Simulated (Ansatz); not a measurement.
**Structural relaxation of LuN/NbN superlattice along [001] (32 atoms)**

Wanted: the relaxed structure of LuN/NbN superlattice along [001] (32 atoms) and its electronic structure.

Method: Kohn-Sham DFT, RPBE, PAW (set soft_2), plane waves, in Ansatz 0.2.0.

This is a report of a sequence of runs, with most program output left out.

## (1) Set-up

The cell holds 32 atoms: 10 Lu, 16 N and 6 Nb. Its edges and angles: a = 3.104 Å, b = 3.104 Å, c = 38.428 Å, α = 90.0°, β = 90.0°, γ = 90.0°. It derives from LuN and NbN. Rock-salt lattice with in-plane constant 4.39 Å; 5 periods of LuN and 3 of NbN along [001], 1 x 1 in-plane cells; the two parts stretched along z by 1.1507 and 1.0; no plane holds both Lu and Nb; not relaxed, displaced by a Gaussian of 0.02 Å. Regions: LuN, 20 atoms (9 Lu, 10 N and 1 Nb); NbN, 12 atoms (5 Nb, 6 N and 1 Lu).

Coordinates:

```xyz
32
Lattice="3.1042 0.0000 0.0000 0.0000 3.1042 0.0000 0.0000 0.0000 38.4279" Properties=species:S:1:pos:R:3 pbc="T T T"
Lu    0.0277    0.0067    0.0065
N     1.5586    1.5437    0.0184
Lu    1.5955    1.5456    2.5013
N     0.0214    0.0402    2.5401
Lu    3.0883    0.0007    5.0613
N     1.5538    1.5855    5.0475
Lu    1.5463    1.5435    7.5499
N     0.0107    0.0034    7.6110
Lu    3.0751    3.0874   10.0896
N     1.5367    1.5713   10.1231
Lu    1.5483    1.5289   12.6305
N     3.1030    3.0986   12.6497
Lu    3.0840    3.0579   15.1559
N     1.5734    1.5305   15.1617
Lu    1.5546    1.5898   17.6630
N     3.0783    0.0123   17.6676
Nb    0.0441    0.0116   20.2115
N     1.5636    1.5416   20.1981
Lu    1.5526    1.5743   22.7282
N     3.0923    3.0940   22.7186
Nb    3.0975    0.0356   25.2360
N     1.5422    1.5746   25.2875
Lu    1.5293    1.5880   27.4590
N     3.0902    0.0091   27.4586
Nb    0.0094    3.0548   29.6456
N     1.5642    1.5499   29.6794
Nb    1.5506    1.5655   31.8379
N     3.0812    3.0898   31.8240
Nb    0.0066    3.0949   34.0190
N     1.5301    1.5396   34.0294
Nb    1.5555    1.5537   36.2367
N     3.0912    3.0703   36.2271
```

Before any run, some limits are plain. The cell is under 6 Å thick along two periodic directions, so every atom has periodic images of itself close by, which move with it and show among its neighbours and in g(r). The host structure and its lattice constant were typed by rule, without a check against the phase diagram. The main run has no spin polarisation, so moments on Nb can't form in it, and no Hubbard term. The levels lack spin–orbit coupling, which is large for the heavy elements here.

## (2) Single point at the start

A single point comes first, to see the forces before anything moves.

input.yaml reads:

```yaml
crystal:
  lattice:
    - [3.1042, 0.0, 0.0]
    - [0.0, 3.1042, 0.0]
    - [0.0, 0.0, 38.42786]
  atoms:
    - { symbol: Lu, position: [0.00893, 0.00217, 0.00017] }
    - { symbol: "N", position: [0.50209, 0.49729, 0.00048] }
    - { symbol: Lu, position: [0.51398, 0.4979, 0.06509] }
    - { symbol: "N", position: [0.00688, 0.01294, 0.0661] }
    [... 22 atom lines left out ...]
    - { symbol: Nb, position: [0.49953, 0.50431, 0.82851] }
    - { symbol: "N", position: [0.9926, 0.99537, 0.82815] }
    - { symbol: Nb, position: [0.00213, 0.99701, 0.88527] }
    - { symbol: "N", position: [0.4929, 0.49596, 0.88554] }
    - { symbol: Nb, position: [0.50109, 0.50053, 0.94298] }
    - { symbol: "N", position: [0.99581, 0.98907, 0.94273] }
kpoints:
  mp_grid: { grid: [5, 5, 1] }
hamiltonian:
  xc: rpbe
scf:
  occupations: { method: fermi_dirac, width: 0.025 }
output:
  forces: true
  stress: true
  populations: true
  dos:
    method: { smearing: { sigma: 0.08 } }
    de: 0.1
    projected:
      site_lists:
        Lu: [Lu]
        "N": ["N"]
        Nb: [Nb]
        LuN: [0, 1, 2, 3, 4, 5, 6, 7, 8, 9, 10, 11, 12, 13, 14, 15, 16, 17, 18, 19]
        NbN: [20, 21, 22, 23, 24, 25, 26, 27, 28, 29, 30, 31]
  eigenvalues: true
```

On the command line:

```sh
$ ansatz run input.yaml --threads 8 --pin off --max-ram 15872MiB --backend cpu --events-out ev --progress --plain --runs-dir out
```

Run time: 33 s. Hardware: 8 threads of Intel Xeon Platinum 8488C (Sapphire Rapids), shared host; peak memory 3.9 GiB; 4.2 min of CPU time.

The run gave:

```yaml
free_energy: -181008.2218 eV
free_energy_per_atom: -5656.5069 eV/atom
scf_cycles: 17
pressure: 26.69 GPa
r_m_s_force_component: 0.3955 eV/Å
longest_force: 2.113 eV/Å
fermi_energy: 19.86 eV
levels_partly_filled_by_over_2_per_cent: 14
spilling_of_the_projection: 0.001895
```

The r.m.s. force component of 0.40 eV/Å and the pressure of 27 GPa set the starting point.

Length of the force by element:

```tsv
element	coordination	atoms	mean length of the force (eV/Å)	spread	least	most
Lu	all	10	0.619	0.372	0.253	1.57
N	all	16	0.493	0.432	0.206	2.11
Nb	all	6	0.605	0.352	0.190	1.29
```

## (3) Relaxation

The atoms are relaxed in the fixed cell, aiming at the force tolerance of the input.

input.yaml, the sections that differ from step 2:

```yaml
output:
  forces: true
relax:
  f_tol: 0.03
  max_steps: 98
# crystal, kpoints, hamiltonian, scf: as in step 2
```

Wall time 8.1 min (8 threads); peak memory 3.8 GiB.

The steps of the relaxation (22 of 24):

```tsv
step	energy less that of the first step (eV)	largest force component (eV/Å)
1	0.0000	2.1116
2	-0.7319	0.8219
3	-1.1880	0.4252
4	-1.3122	0.6121
5	-1.2078	1.4749
6	-1.4169	0.5081
8	-1.4645	0.1190
9	-1.5187	0.3001
10	-1.4660	1.1422
11	-1.5491	0.1775
12	-1.5559	0.4097
13	-1.5185	1.0824
14	-1.5942	0.4644
15	-1.6526	0.2243
16	-1.6581	0.2241
17	-1.6616	0.0808
19	-1.6616	0.0808
20	-1.6615	0.0753
21	-1.6618	0.0556
22	-1.6618	0.0525
23	-1.6621	0.0077
24	-1.6621	0.0076
```

Relaxation steps 5, 10, 13, 18, 20 were tried and not accepted.

The atoms that moved most (Å):

```tsv
atom	dx	dy	dz	length
N16	0.025	-0.011	0.505	0.505
N14	-0.022	0.022	0.430	0.431
N22	0.009	-0.022	-0.423	0.423
Nb21	0.006	-0.035	-0.412	0.413
N24	0.013	-0.008	-0.362	0.363
N12	0.001	0.006	0.342	0.342
Lu23	0.022	-0.035	-0.299	0.301
Nb27	0.000	-0.013	-0.296	0.297
```

The relaxed structure:

```cif
data_structure
_symmetry_space_group_name_H-M 'P 1'
_symmetry_Int_Tables_number 1
_cell_length_a 3.1042
_cell_length_b 3.1042
_cell_length_c 38.4279
_cell_angle_alpha 90.000
_cell_angle_beta 90.000
_cell_angle_gamma 90.000
_cell_volume 370.29
loop_
_atom_site_label
_atom_site_type_symbol
_atom_site_fract_x
_atom_site_fract_y
_atom_site_fract_z
_atom_site_occupancy
Lu1 Lu 0.99979 0.00024 0.00092 1
N2 N 0.49979 0.50024 0.00582 1
Lu3 Lu 0.49995 0.50022 0.06515 1
N4 N 0.99996 0.00021 0.07131 1
Lu5 Lu 0.00001 0.00016 0.13038 1
N6 N 0.50001 0.50016 0.13725 1
Lu7 Lu 0.50000 0.50022 0.19599 1
N8 N 0.00000 0.00023 0.20371 1
Lu9 Lu 0.99990 0.00022 0.26222 1
N10 N 0.49989 0.50021 0.27067 1
Lu11 Lu 0.49984 0.50024 0.32889 1
N12 N 0.99985 0.00024 0.33809 1
Lu13 Lu 0.99981 0.00027 0.39605 1
N14 N 0.49981 0.50027 0.40574 1
Lu15 Lu 0.49977 0.50028 0.46407 1
N16 N 0.99977 0.00028 0.47289 1
Nb17 Nb 0.99977 0.00029 0.52765 1
N18 N 0.49976 0.50029 0.52685 1
Lu19 Lu 0.49974 0.50031 0.58751 1
N20 N 0.99975 0.00030 0.58668 1
Nb21 Nb 0.99973 0.00033 0.64599 1
N22 N 0.49972 0.50032 0.64705 1
Lu23 Lu 0.49974 0.50032 0.70679 1
N24 N 0.99974 0.00032 0.70512 1
Nb25 Nb 0.99970 0.00030 0.76870 1
N26 N 0.49971 0.50031 0.76520 1
Nb27 Nb 0.49969 0.50025 0.82080 1
N28 N 0.99971 0.00026 0.82772 1
Nb29 Nb 0.99967 0.00027 0.88756 1
N30 N 0.49973 0.50029 0.88102 1
Nb31 Nb 0.49971 0.50025 0.93936 1
N32 N 0.99970 0.00027 0.94356 1
```

The relaxation changed the energy by -51.9 meV/atom, and atoms moved by 0.23 Å r.m.s., 0.51 Å at most.

## (4) Local order after relaxation

Bonds before and after, by the cutoffs listed below:

```tsv
pair	bonds before	bonds after	mean before (Å)	mean after (Å)	spread before (Å)	spread after (Å)
N-Lu	60	60	2.289	2.300	0.151	0.207
N-Nb	36	36	2.223	2.227	0.094	0.078
```

Density 11.4 g/cm³, 11.57 Å³ an atom.

g(r), total and by pair (bins of 0.2 Å):

```tsv
r (Å)	total	N-N	N-Lu	N-Nb	Lu-Lu	Lu-Nb	Nb-Nb
2.10	1.41	0.00	1.55	4.89	0.00	0.00	0.00
2.30	3.63	0.00	8.12	5.78	0.00	0.00	0.00
2.50	0.14	0.00	0.16	0.49	0.00	0.00	0.00
2.70	0.08	0.00	0.24	0.00	0.00	0.00	0.00
2.90	0.43	0.00	0.54	0.00	0.00	0.00	7.40
3.10	2.83	6.60	0.00	0.00	6.05	1.98	10.05
3.30	2.09	3.74	0.00	0.00	6.30	3.75	2.88
3.50	0.20	0.39	0.00	0.00	1.00	0.00	0.00
3.70	0.24	0.00	0.00	1.29	0.00	0.00	0.00
3.90	1.63	0.00	3.23	3.29	0.00	0.00	0.00
4.10	0.27	0.00	0.64	0.38	0.00	0.00	0.00
4.30	1.26	1.99	0.81	0.00	3.08	0.26	5.15
4.50	0.11	0.23	0.00	0.00	0.14	0.00	1.18
4.70	0.08	0.21	0.00	0.00	0.13	0.00	0.37
4.90	2.79	0.05	5.00	6.35	0.12	0.11	0.00
5.10	0.93	0.26	1.26	2.13	0.57	0.10	0.00
5.30	1.10	1.13	1.46	0.23	0.00	1.36	4.67
5.50	2.44	4.88	0.12	0.20	5.79	3.31	5.35
5.70	0.25	0.29	0.23	0.00	0.37	0.30	1.03
5.90	0.43	0.52	0.42	0.00	1.34	0.28	0.00
6.10	0.22	0.50	0.00	0.00	0.65	0.26	0.00
6.30	0.79	1.64	0.00	0.00	1.81	0.25	4.99
6.50	0.91	0.33	1.28	1.85	0.28	0.23	0.80
6.70	1.56	0.61	1.85	3.56	1.31	0.22	0.00
6.90	1.66	2.11	1.54	0.36	2.71	0.81	6.17
7.10	0.79	1.38	0.35	0.34	1.66	0.59	1.31
7.30	1.61	0.26	2.71	3.12	0.00	0.93	0.00
7.50	0.45	0.16	1.06	0.22	0.00	0.34	0.00
```

Bonds by pair of elements; cutoffs follow the first minimum of g(r), held within bounds set by covalent radii, and pairs that aren't listed don't count as bonded:

```tsv
pair A-B	cutoff (Å)	bonds	mean length (Å)	spread (Å)	shortest (Å)	B about A	A about B
N-Lu	3.02	60	2.3	0.207	2.19	3.75	6
N-Nb	2.93	36	2.23	0.078	2.10	2.25	6
```

How many atoms have how many bonded neighbours:

```tsv
element	mean	6
Lu	6	10
N	6	16
Nb	6	6
```

Bond angles, per cent of each kind in bins of 5°:

```tsv
angle (°)	N-Lu-N	Lu-N-Lu	N-Nb-N	Nb-N-Nb	Lu-N-Nb
80–85	18.7	22.6	8.9	12.5	0.0
85–90	34.7	32.3	44.4	50.0	38.5
90–95	8.0	3.2	17.8	0.0	46.2
95–100	18.7	19.4	8.9	12.5	7.7
100–105	0.0	0.0	0.0	0.0	0.0
105–110	0.0	0.0	0.0	0.0	0.0
110–115	0.0	0.0	0.0	0.0	0.0
115–120	0.0	0.0	0.0	0.0	0.0
120–125	0.0	0.0	0.0	0.0	0.0
125–130	0.0	0.0	0.0	0.0	0.0
130–135	0.0	0.0	0.0	0.0	0.0
135–140	0.0	0.0	0.0	0.0	0.0
140–145	0.0	0.0	0.0	0.0	0.0
145–150	0.0	0.0	0.0	0.0	0.0
150–155	0.0	0.0	0.0	0.0	0.0
155–160	0.0	0.0	0.0	0.0	0.0
160–165	6.7	8.1	0.0	0.0	0.0
165–170	2.7	3.2	4.4	6.2	0.0
170–175	1.3	1.6	4.4	6.2	0.0
175–180	9.3	9.7	11.1	12.5	7.7
```

Bond angles (no mean is given where the spread exceeds 20°):

```tsv
angle	count	mean (°)	spread (°)
N-Lu-N	150	-	-
Lu-N-Lu	124	-	-
N-Nb-N	90	-	-
Nb-N-Nb	64	-	-
Lu-N-Nb	52	-	-
```

By these cutoffs all Lu atoms have 6, all N atoms have 6 and all Nb atoms have 6 bonded neighbours.

## (5) Single point at the relaxed geometry

One more single point at the end of the walk gives the fuller output and checks the residual forces.

input.yaml reads:

```yaml
crystal:
  lattice:
    - [3.1042, 0.0, 0.0]
    - [0.0, 3.1042, 0.0]
    - [0.0, 0.0, 38.42786]
  atoms:
    - { symbol: Lu, position: [0.99979, 0.00024, 0.00092] }
    - { symbol: "N", position: [0.49979, 0.50024, 0.00582] }
    - { symbol: Lu, position: [0.49995, 0.50022, 0.06515] }
    - { symbol: "N", position: [0.99996, 0.00021, 0.07131] }
    [... 22 atom lines left out ...]
    - { symbol: Nb, position: [0.49969, 0.50025, 0.8208] }
    - { symbol: "N", position: [0.99971, 0.00026, 0.82772] }
    - { symbol: Nb, position: [0.99967, 0.00027, 0.88756] }
    - { symbol: "N", position: [0.49973, 0.50029, 0.88102] }
    - { symbol: Nb, position: [0.49971, 0.50025, 0.93936] }
    - { symbol: "N", position: [0.9997, 0.00027, 0.94356] }
kpoints:
  mp_grid: { grid: [5, 5, 1] }
hamiltonian:
  xc: rpbe
scf:
  occupations: { method: fermi_dirac, width: 0.025 }
output:
  forces: true
  stress: true
  populations: true
  dos:
    method: { smearing: { sigma: 0.1 } }
    de: 0.1
    projected:
      site_lists:
        Lu: [Lu]
        "N": ["N"]
        Nb: [Nb]
        LuN: [0, 1, 2, 3, 4, 5, 6, 7, 8, 9, 10, 11, 12, 13, 14, 15, 16, 17, 18, 19]
        NbN: [20, 21, 22, 23, 24, 25, 26, 27, 28, 29, 30, 31]
  eigenvalues: true
  write_density: true
  write_potential: true
  volumetric_format: npy
  elf: true
```

Elapsed: 37 s, on 8 threads; peak memory 3.9 GiB.

The run gave:

* free energy: -181009.8839 eV
* free energy per atom: -5656.5589 eV/atom
* SCF cycles: 17
* pressure: 25.53 GPa
* r.m.s. force component: 0.00177 eV/Å
* longest force: 0.0073 eV/Å
* Fermi energy: 20.09 eV
* levels partly filled by over 2 per cent: 9
* spilling of the projection: 0.001892

Löwdin charges by element (they lack the spilled electrons, 0.024 e an atom on average):

```tsv
element	coordination	atoms	mean charge (e)	spread	least	most
Lu	all	10	0.568	0.0872	0.368	0.633
N	all	16	-0.596	0.0243	-0.650	-0.557
Nb	all	6	0.770	0.0913	0.676	0.931
```

By region:

```tsv
region	atoms	mean length of the force (eV/Å)
LuN	20	0.002
NbN	12	0.004
```

States in the cell by windows of 1 eV, zero at the Fermi level; the larger projections on atomic orbitals stand beside the total:

```tsv
from (eV)	to (eV)	total	LuN	Lu f	NbN	N p	Nb d	Lu d
-14	-13	9.2	8.9	0.1	0.3	0.0	0.0	1.8
-13	-12	0.7	0.7	0.0	0.0	0.0	0.0	0.1
-12	-9	0.0	0.0	0.0	0.0	0.0	0.0	0.0
-9	-8	0.6	0.0	0.0	0.6	0.3	0.2	0.0
-8	-7	6.1	1.2	0.0	4.9	3.2	1.7	0.4
-7	-6	13.2	4.1	0.2	9.0	7.5	3.6	0.9
-6	-5	24.9	12.2	1.8	12.6	14.1	4.4	2.9
-5	-4	78.8	64.5	56.8	14.1	14.6	2.3	4.0
-4	-3	91.1	82.4	75.7	8.6	9.5	1.4	3.5
-3	-2	19.5	16.5	3.9	2.9	10.0	1.7	3.2
-2	-1	7.2	4.6	0.8	2.4	3.5	2.0	0.7
-1	0	6.6	2.0	0.1	4.5	1.8	3.8	0.7
0	1	8.0	2.8	0.1	5.1	1.4	5.2	1.0
1	2	17.2	6.8	0.1	10.2	2.6	10.1	3.6
2	3	15.5	6.9	0.1	8.3	2.2	7.2	4.8
3	4	14.1	7.4	0.1	6.3	2.4	4.5	5.3
```

Between -26 and -14 eV lie 48 more states.

The stored curve holds about 305 of the 408 electrons; the rest, give or take the few that broadening carries across the Fermi level, lie in deeper levels below its range.

The levels nearest the highest filled one (over half full), pooled over k-points and spins:

```tsv
level less the highest filled one (eV)	occupation
-0.15	2
-0.0885	2.00
-0.0885	2.00
-0.0321	1.96
-0.0321	1.96
0	1.86
0.0894	0.556
0.0894	0.556
0.0921	0.514
0.0921	0.514
0.101	0.396
0.101	0.396
```

Planar average of the electrostatic potential energy along the normal, with the Fermi level as zero, after a running mean with a triangular window 4 Å wide at its base:

```tsv
height (Å)	potential energy (eV)
0.0	-12.31
1.1	-11.45
2.1	-11.68
3.3	-11.24
4.4	-11.19
5.4	-11.41
6.5	-10.80
7.7	-11.38
8.7	-10.56
9.8	-11.08
11.0	-10.57
12.1	-10.72
13.1	-10.99
14.2	-10.33
15.4	-11.17
16.4	-10.35
17.5	-11.30
18.6	-12.30
19.6	-12.71
20.8	-13.17
21.9	-13.05
22.9	-13.21
24.1	-13.35
25.2	-13.18
26.2	-12.75
27.3	-12.56
28.5	-12.54
29.6	-13.96
30.6	-14.56
31.7	-13.27
32.9	-12.09
33.9	-13.28
35.0	-14.67
36.2	-13.91
37.1	-12.60
38.3	-12.35
```

ELF in the ca plane at fractional y = 0.000, with atoms of Lu and N and Nb within 0.2 Å of it. It is the smooth field of the valence electrons, not physical close to the nuclei.

Ten even steps from '0' (0.06) to '9' (0.86), each cell a mean:
```
89996016974863776843874872585772585686158577
58861004899851488622799862278741489985127875
01100001355520122112345431112111245542111111
00001100001000111111100011111111000000111111
00000000122210111111122111111111112211111111
24420002578741255312578742135421368863113442
79984016998962688833898972388861598896148886
99997017951773742843851672572572582286157257
```
Columns run along c (16.0 Å, from fractional 0.38 to 0.80 of the cell), rows up along a (3.1 Å). Atoms in or near the plane, at fractional coordinates: Lu at (0.40, 0.00), N at (0.47, 0.00), Nb at (0.53, 0.00), N at (0.59, 0.00), Nb at (0.65, 0.00), N at (0.71, 0.00), Nb at (0.77, 0.00).

Electrostatic potential energy in the ca plane at fractional y = 0.000, with atoms of Lu and N and Nb within 0.2 Å of it. With pseudopotentials it is smooth inside the atoms' cores, unlike the true potential.

Values in eV, 5 rows by 16 columns, each cell a mean:
```
 -2   2 -14 -36  15   7  -8 -11 -41  11 -17  12 -37 -17   4  -6
 19  20  13   8  19  19  19  14   6  18  18  19   7  12  19  19
 19  21  18  18  20  18  20  19  17  19  18  19  17  18  19  18
 17  18   6  -4  18  18  16   8  -7  17  13  18  -5   5  17  16
-12  -7 -21 -45  14   1 -20 -17 -50   8 -32   8 -45 -24  -4 -17
```
Columns run along c (16.0 Å, from fractional 0.32 to 0.74 of the cell; values clipped at the 3rd and 97th percentile), rows up along a (3.1 Å). Atoms in or near the plane, at fractional coordinates: N at (0.34, 0.00), Lu at (0.40, 0.00), N at (0.47, 0.00), Nb at (0.53, 0.00), N at (0.59, 0.00), Nb at (0.65, 0.00), N at (0.71, 0.00).

Mean Löwdin charges: Lu +0.57, N -0.60, Nb +0.77 e. Within 0.4 eV of the Fermi level the largest share is Nb d (65 % of the projected weight).

The surroundings of Lu19, whose charge lies farthest from its element's mean, nearest first, numbered as they follow in the input and with coordinates relative to it.

```tsv
atom	x	y	z	distance (Å)	bonds	Löwdin charge (e)
Lu19	0.00	0.00	0.00	0.00	6	0.37
N20	-1.55	1.55	-0.03	2.20	6	-0.56
N20	-1.55	-1.55	-0.03	2.20	6	-0.56
N20	1.55	1.55	-0.03	2.20	6	-0.56
N20	1.55	-1.55	-0.03	2.20	6	-0.56
N22	0.00	0.00	2.29	2.29	6	-0.58
N18	0.00	0.00	-2.33	2.33	6	-0.61
Lu19	-3.10	0.00	0.00	3.10	6	0.37
```

The column of bonds counts only the pairs N-Lu within 3.02 Å, N-Nb within 2.93 Å; other neighbours, such as metal atoms beside each other in a compound, aren't counted, and periodic images can show an atom twice.

## (6) Summary of results

```
energy change in the relaxation : -51.94 meV/atom
r.m.s. displacement             : 0.233 Å
largest displacement            : 0.505 Å
free energy per atom            : -5656.5589 eV/atom
density                         : 11.35 g/cm³
pressure                        : 25.53 GPa
r.m.s. force component          : 0.00177 eV/Å
wall time of the 3 DFT runs     : 9.3 min
```

In words: Relaxation lowers the energy by 51.9 meV/atom and moves atoms by 0.23 Å r.m.s.; the r.m.s. force component goes from 0.40 to 0.0018 eV/Å, the pressure goes from 27 to 26 GPa. By the final cutoffs no bond was broken or made. First to last step the energy falls by 1.662 eV; the largest move, 0.51 Å, is that of N16. Judged within 0.08 Å, the space group went from P1 to P4mm. The N-Lu bonds change most in mean length: from 2.289 Å (spread 0.151) to 2.300 Å (spread 0.207). By these cutoffs all Lu atoms have 6, all N atoms have 6 and all Nb atoms have 6 bonded neighbours. 9 levels are partly filled, by over 2 % (on the run's k-points): no clear gap opens at this level. Levels of broken or missing bonds inside a gap of the host would look the same.

What to keep in mind: The stress is far from hydrostatic: its diagonal is 34.1, 34.1, 8.3 GPa, compression counted positive. The pressure of 26 GPa says that the cell would expand at this level of theory.

[Logs are printed without paths, hosts, clocks, repeated set-up lines and the standing remarks that a program may print on its own settings, such as how far it seeks lower states.]

[Hosts, paths, dates, database ids (printed as entryN), source tags and the programs' standing remarks are cut or masked in the printed files.]
